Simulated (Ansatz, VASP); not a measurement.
One calculation of C, two programs

```xyz
2
Lattice="0.0000 1.6401 1.8503 1.6401 0.0000 1.8503 1.6401 1.6401 0.0000" Properties=species:S:1:pos:R:3 pbc="T T T"
C     1.6401    1.6401    1.8503
C     2.4601    2.4601    2.7755
```

Alike in both runs: task single point; functional LDA; k mesh 12 × 12 × 12; occupations gaussian, width 0.05 eV; no spin polarisation.

```csv
,VASP,Ansatz
version,VASP 6.6.1,Ansatz 0.2.0
potentials or method,"VASP PAW LDA potentials, release 64 (C)","scalar-relativistic, plane waves, PAW"
plane-wave cutoff (eV),520,520
valence electrons in the cell,8,8
```

Ansatz gave:

```
gap on the k mesh at the Fermi level (eV) : 2.82
least direct gap on the mesh (eV)         : 4.79
```

Problem. Estimate VASP's values.

Solution. gap on the k mesh at the Fermi level (eV): 2.81; least direct gap on the mesh (eV): 4.79.

Ansatz warned: «pseudo_functional_mismatch».
